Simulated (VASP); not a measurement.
As:

```
As
1.0
     1.82500   -5.50000    0.00000
     1.82500    5.50000    0.00000
     0.00000    0.00000    4.47000
As
4
Direct
  0.11000 0.89000 0.06000
  0.61000 0.39000 0.44000
  0.89000 0.11000 0.94000
  0.39000 0.61000 0.56000
```

This isn't the form of As at room conditions, which is rhombohedral.

```yaml
Program: VASP 6.6.1
Task: relaxation of cell and atoms
Functional: LDA
Potentials_or_basis: VASP PAW LDA potentials, release 64 (As)
Cutoff: 600 eV
k_mesh: 12 × 12 × 8
Occupations: methfessel-paxton, width 0.1 eV
Spin: no spin polarisation
```

At the start: pressure -1.5 GPa; volume 22.43 Å³/atom.

Problem. Where does the relaxation end?

Solution. Over 16 steps the energy falls by 10.1 meV/atom and the volume is 21.07 Å³/atom (-6.1 %); space group Cmce (No. 64, to 0.05 Å).

Step by step:
```
step  energy change (eV)  largest force (eV/Å)  pressure (GPa)  volume (Å³)
   1              0.0000                0.1459           -1.48        89.74
   2             -0.0092                0.2550            0.91        87.06
   3             -0.0118                0.1489            0.12        87.89
   4             -0.0183                0.1332            0.02        87.53
   5             -0.0309                0.1459           -0.23        86.41
   6             -0.0182                0.3127           -0.52        84.07
   7             -0.0328                0.1813           -0.31        85.83
   8             -0.0373                0.0624           -0.13        85.05
   9             -0.0374                0.0422           -0.09        84.88
  10             -0.0390                0.0297           -0.01        84.55
  11             -0.0397                0.0415            0.10        84.11
  12             -0.0401                0.0313            0.01        84.18
  13             -0.0403                0.0381           -0.09        84.26
  14             -0.0405                0.0118            0.06        84.18
  15             -0.0405                0.0066            0.09        84.16
  16             -0.0406                0.0085            0.01        84.28
```

Final structure:
```cif
data_structure
_symmetry_space_group_name_H-M 'P 1'
_symmetry_Int_Tables_number 1
_cell_length_a 5.6902
_cell_length_b 5.6902
_cell_length_c 4.2055
_cell_angle_alpha 90.000
_cell_angle_beta 90.000
_cell_angle_gamma 141.762
_cell_volume 84.28
loop_
_atom_site_label
_atom_site_type_symbol
_atom_site_fract_x
_atom_site_fract_y
_atom_site_fract_z
_atom_site_occupancy
As1 As 0.11318 0.88682 0.05280 1
As2 As 0.61318 0.38682 0.44720 1
As3 As 0.88682 0.11318 0.94720 1
As4 As 0.38682 0.61318 0.55280 1
```
